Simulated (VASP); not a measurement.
An input for Quantum ESPRESSO's pw.x (written as the equivalent of a VASP run, and not itself run):

```
&CONTROL
  calculation = 'vc-relax'
  pseudo_dir = './pseudo'
  outdir = './out'
  tprnfor = .true.
  tstress = .true.
  nstep = 60
  forc_conv_thr = 0.00078
/
&SYSTEM
  ibrav = 0
  nat = 4
  ntyp = 2
  ecutwfc = 88
  occupations = 'smearing'
  smearing = 'gaussian'
  degauss = 0.003675
  input_dft = 'pbe'
/
&ELECTRONS
  conv_thr = 7.3e-08
  electron_maxstep = 100
/
&IONS
/
&CELL
/
ATOMIC_SPECIES
  Be 9.012 Be.upf
  O 15.999 O.upf
CELL_PARAMETERS angstrom
     1.3568909   -2.3502044    0.0000000
     1.3568909    2.3502044    0.0000000
     0.0000000   -0.0000000    4.4051592
ATOMIC_POSITIONS crystal
  Be   0.6666670  0.3333330  0.5000376
  Be   0.3333330  0.6666670  0.0000376
  O    0.6666670  0.3333330  0.8779624
  O    0.3333330  0.6666670  0.3779624
K_POINTS automatic
  8 8 5 0 0 0
```

### Question
Write the VASP files for the same calculation (PBE).

### Answer
This is not unique; one that fits is 
POSCAR:
```
BeO
1.0
  1.3568908914  -2.3502043804   0.0000000000
  1.3568908914   2.3502043804   0.0000000000
  0.0000000000   0.0000000000   4.4051592171
Be O
2 2
Cart
  1.3568908914  -0.7834030269   2.2027453848
  1.3568908914   0.7834030269   0.0001657763
  1.3568908914  -0.7834030269   3.8675640163
  1.3568908914   0.7834030269   1.6649844078
```

### INCAR
```
SYSTEM = BeO
PREC = Accurate; ENCUT = 520; LREAL = .FALSE.
LASPH = .TRUE.
EDIFF = 1E-6; NELM = 100; ALGO = Normal
ISMEAR = 0; SIGMA = 0.05
GGA = PE
IBRION = 2; NSW = 60; ISIF = 3
EDIFFG = -0.02
LWAVE = .FALSE.; LCHARG = .FALSE.
```

### KPOINTS
```
K-points
0
G
 8 8 5
0 0 0
```

POTCAR, in this order: Be O (PBE.64 set). Program: vasp_std.

The two are equivalent in intent, not identical: the potentials are each code's own (VASP's PAW set, PseudoDojo norm-conserving files in pw.x), so ENCUT and ecutwfc are chosen apart and not converted; conv_thr bounds pw.x's estimated SCF error, while EDIFF bounds the energy change between steps; forc_conv_thr acts on force components and is met together with etot_conv_thr.

The compound is BeO in the wurtzite structure. It was relaxed first. The start is the result of an earlier pass.
